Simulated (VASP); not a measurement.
Input of a VASP 6.6.1 run:

INCAR

```
  PREC = Accurate
  ENCUT = 520
  EDIFF = 1E-6
  ISMEAR = -1
  SIGMA = 0.15
  LREAL = False
  LASPH = True
  NELM = 100
  ALGO = Fast
  ISIF = 2
  LWAVE = False
  LCHARG = True
  GGA = PS
  LELF = True
  LVHAR = True
  NBANDS = 11
```

Contents of KPOINTS:

```
Automatic mesh
0
Gamma
  8 8 8
```

POSCAR

```
Pd
1.0
   -1.5817500000      1.5603700000      1.5849300000
    1.5219100000     -1.5401300000      1.5048500000
    1.6462600000      1.6046400000     -1.5646900000
Pd
1
Direct
    0.0000000000      0.0000000000      0.0000000000
```

Potentials or basis: VASP PAW PBE potentials, release 64 (Pd).

Launch:

```sh
$ cat potpaw_PBE.64/Pd/POTCAR > POTCAR
$ mpirun -np 1 vasp_std > vasp.out
```

Task: Estimate the band gap on the k mesh.

Result: None (metal or under the smearing width).

Task: Predict the pressure.

Result: -7.9 GPa.

Stress tensor (GPa, compression positive):
```
-7.82 -4.41  3.92
-4.41 -7.66 -1.97
 3.92 -1.97 -8.35
```

Caveat: the k mesh is coarse (spacing up to 0.36 Å⁻¹), so the values aren't converged; the PAW data sets were made with another functional, which shifts forces and pressure a little.
